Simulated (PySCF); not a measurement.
Compound: aniline, C₆H₇N.
SMILES with atom numbers: `[NH2:1][c:2]1[cH:3][cH:4][cH:5][cH:6][cH:7]1` (hydrogens: H8, H9 on N1; H10 on C3; H11 on C4; H12 on C5; H13 on C6; H14 on C7)

Computed, not measured: PBE0/6-31+G* geometry optimisation, gas phase in PySCF 2.14.0.

Problem. Give the optimised bond lengths and angles.

Solution. 
```json
{"bond": "N1–C2", "length (bohr)": "2.632", "order": "single"}
{"bond": "C2–C3, C2–C7", "length (bohr)": "2.650", "order": "aromatic"}
{"bond": "C3–C4, C6–C7", "length (bohr)": "2.629", "order": "aromatic"}
{"bond": "C4–C5, C5–C6", "length (bohr)": "2.635", "order": "aromatic"}
{"bond": "N1–H8, N1–H9", "length (bohr)": "1.911", "order": "single"}
{"bond": "C3–H10, C7–H14", "length (bohr)": "2.057", "order": "single"}
{"bond": "C4–H11, C6–H13", "length (bohr)": "2.055", "order": "single"}
{"bond": "C5–H12", "length (bohr)": "2.053", "order": "single"}
```

Bonds in one row agree within 0.02 bohr and their mean is given. Orders are formal, as drawn. A selection of angles:
```json
{"angle": "C2–N1–H8", "degrees": "115.2"}
{"angle": "H8–N1–H9", "degrees": "111.5"}
{"angle": "N1–C2–C3", "degrees": "120.7"}
{"angle": "C3–C2–C7", "degrees": "118.5"}
{"angle": "C2–C3–C4", "degrees": "120.5"}
{"angle": "C2–C3–H10", "degrees": "119.5"}
{"angle": "C4–C3–H10", "degrees": "120.0"}
{"angle": "C3–C4–C5", "degrees": "120.8"}
{"angle": "C3–C4–H11", "degrees": "119.2"}
{"angle": "C5–C4–H11", "degrees": "120.0"}
{"angle": "C4–C5–C6", "degrees": "118.8"}
{"angle": "C4–C5–H12", "degrees": "120.6"}
```

Of the pairs four or more bonds apart, H8···H14 is among the closest relative to their van der Waals radii: 2.42 Å, 101 % of the sum of Bondi's values. N1 (aniline-type nitrogen) is pyramidal (angles 115.2°, 115.2° and 111.5°, sum 341.9°, 0.28 Å off the plane of its three neighbours). The 7 heavy atoms lie in one plane (0.014 Å rms). The 6-membered ring C2–C3–C4–C5–C6–C7 has internal angles of 118.5° to 120.8°; it is planar, 0.00 Å rms from its mean plane, widest ring torsion 0°.

Point group: Cs (tolerance 0.08 Å). No frequency check.
